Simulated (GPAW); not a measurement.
NiO:

```
CELL_PARAMETERS angstrom
0.00000 2.08590 2.08590
2.08590 0.00000 2.08590
2.08590 2.08590 0.00000
ATOMIC_POSITIONS crystal
Ni 0.00000 0.00000 0.00000
O 0.50000 0.50000 0.50000
```

* Program: GPAW 26.7.0
* Task: relaxation of cell and atoms
* Functional: PBEsol
* Dispersion: D3
* Potentials or basis: PAW data sets generated in the run's folder for this functional
* Cutoff: 800 eV
* Basis: pw
* k mesh: 9 × 9 × 9
* Occupations: fermi-dirac, width 0.05 eV
* Spin: collinear spin, ferromagnetic start
* Starting moments: [1.0, 0.0] μB

At the start: pressure -6.6 GPa; volume 9.08 Å³/atom.

Where does the relaxation end?

Over 4 steps the energy falls by 6.4 meV/atom and the volume is 8.79 Å³/atom (-3.1 %); space group Fm-3m (No. 225, to 0.05 Å); moment 1.06 μB per cell.

Step by step:
```csv
step,energy change (eV),largest force (eV/Å),pressure (GPa),volume (Å³)
1,0.0000,0.0000,-6.61,18.15
2,-0.0057,0.0000,-5.19,18.01
3,-0.0125,0.0000,1.11,17.50
4,-0.0129,0.0000,-0.02,17.59
```

Final structure:
```xyz
2
Lattice="0.0000 2.0641 2.0641 2.0641 0.0000 2.0641 2.0641 2.0641 0.0000" Properties=species:S:1:pos:R:3 pbc="T T T"
Ni    0.0000    0.0000    0.0000
O     2.0641    2.0641    2.0641
```

Caveat: each step starts from the last one's moments, so a moment once lost doesn't come back; the stock nickel data set gives pressures a few GPa off other programs; later steps reuse the first step's grids; a cell with one magnetic atom can't hold antiferromagnetic order, which such compounds often take; pairwise dispersion overbinds metals, which lowers pressure and volume.
